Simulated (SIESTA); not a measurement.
HfC in SIESTA: the effect of Hubbard term

HfC:

```
Hf C
1.0
     0.00000    2.32500    2.32500
     2.32500    0.00000    2.32500
     2.32500    2.32500    0.00000
Hf C
1 1
Direct
  0.50000 0.50000 0.50000
  0.00000 0.00000 0.00000
```

Alike in all runs:

| Item | Value |
| --- | --- |
| Program | SIESTA 5.4.2 |
| Task | band structure |
| Functional | PBE |
| Potentials or basis | PseudoDojo 0.4 standard (PBE files) |
| Basis | DZP (energy shift 0.003 Ry; two zetas on semicore shells) |
| Grid cutoff | 800 Ry |
| Energy shift | 0.003 Ry |
| k mesh | 10 × 10 × 10 |
| Occupations | fermi-dirac, width 0.05 eV |
| Spin | no spin polarisation |
| Hubbard projector method | 1 |
| U from the first cycle | yes |

| Hubbard term | pressure (GPa) |
| --- | --- |
| none | 3.3 |
| Hf d U = 2 eV | 8.3 |
| Hf d U = 4 eV | ? |
| Hf d U = 6 eV | 20.8 |

Question: What does the run with Hubbard term Hf d U = 4 eV give?

Answer: Pressure 14.0 GPa.

Worked out: A straight line through the other rows of the pressure, of slope 2.95 GPa per eV, gives 14.7 GPa, against the run's 14.0.

Caveats: short orbitals over semicore shells can move pressures by several GPa; the basis of atomic orbitals isn't converged, which shifts pressures, moduli and gaps; U without spin polarisation on a metal has little footing (some runs); the U is typed as a test and isn't derived for this compound (some runs).
